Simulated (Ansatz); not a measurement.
Crystal: Zr.

```
Zr
1.0
     3.23200    0.00000    0.00000
    -1.61600    2.79899    0.00000
     0.00000    0.00000    5.14700
Zr
2
Direct
  0.66667 0.33333 0.75000
  0.33333 0.66667 0.25000
```

- Program: Ansatz 0.2.0
- Task: relaxation of cell and atoms
- Functional: PBEsol
- Potentials or basis: Ansatz PAW
- Cutoff: 420 eV (not typed: the program's choice for these potentials)
- k mesh: 9 × 9 × 5
- Occupations: fermi-dirac, width 0.05 eV
- Spin: no spin polarisation

At the start: volume 23.28 Å³/atom.

Question: How do energy, volume and symmetry change on relaxing?

Answer: It ends after 5 steps and the volume is 22.47 Å³/atom (-3.5 %); space group P6_3/mmc (No. 194, to 0.05 Å).

The path:
```tsv
step	energy change (eV)	largest force (eV/Å)	volume (Å³)
1	0.0000	0.0000	46.56
2	-0.0180	0.0000	45.03
3	-0.0181	0.0000	44.93
4	-0.0181	0.0000	44.93
5	-0.0180	0.0000	44.93
```

Final structure:
```
Zr
1.0
     3.18184    0.00000    0.00000
    -1.59092    2.75555    0.00000
     0.00000    0.00000    5.12480
Zr
2
Cartesian
  1.5909 0.9185 3.8436
  0.0000 1.8370 1.2812
```

Caveat: the plane-wave basis is chosen anew once the cell has moved, so the energies of steps on either side of that aren't comparable; the PAW data sets come from PBE, with cores solved anew for the run's functional, which leaves a small shift of forces and pressure.
